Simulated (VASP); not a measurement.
# Pd: equation of state with PBEsol

The system is Pd.

```
CELL_PARAMETERS angstrom
-1.54044 1.54044 1.54044
1.54044 -1.54044 1.54044
1.54044 1.54044 -1.54044
ATOMIC_POSITIONS crystal
Pd 0.00000 0.00000 0.00000
```

This isn't the form of Pd at room conditions, which is fcc.

```
Program                : VASP 6.6.1
Task                   : equation of state
Functional             : PBEsol
Potentials or basis    : VASP PAW PBE potentials, release 64 (Pd)
Cutoff                 : 520 eV
k mesh                 : 10 × 10 × 10
Occupations            : fermi-dirac, width 0.05 eV
Spin                   : no spin polarisation
Ladder                 : gaps
Further INCAR settings : ALGO = Normal; EDIFF = 1e-06
```

```
Equilibrium volume                      : 14.63 Å³/atom
Bulk modulus                            : 197 GPa
Pressure derivative of the bulk modulus : 5.9 (rough: it moves with the points fitted)
```

Energy against volume, from the lowest point:
| volume (Å³/atom) | energy (meV/atom) |
| --- | --- |
| 14.037 | 16.07 |
| 14.329 | 3.88 |
| 14.622 | 0.00 |
| 14.914 | 3.33 |
| 15.207 | 12.96 |

All runs of the series together: 19 s on 1 thread of Intel(R) Xeon(R) Platinum 8488C (Sapphire Rapids), on a shared host.

Caveat: the PAW data sets were made with another functional, which shifts forces and pressure a little.
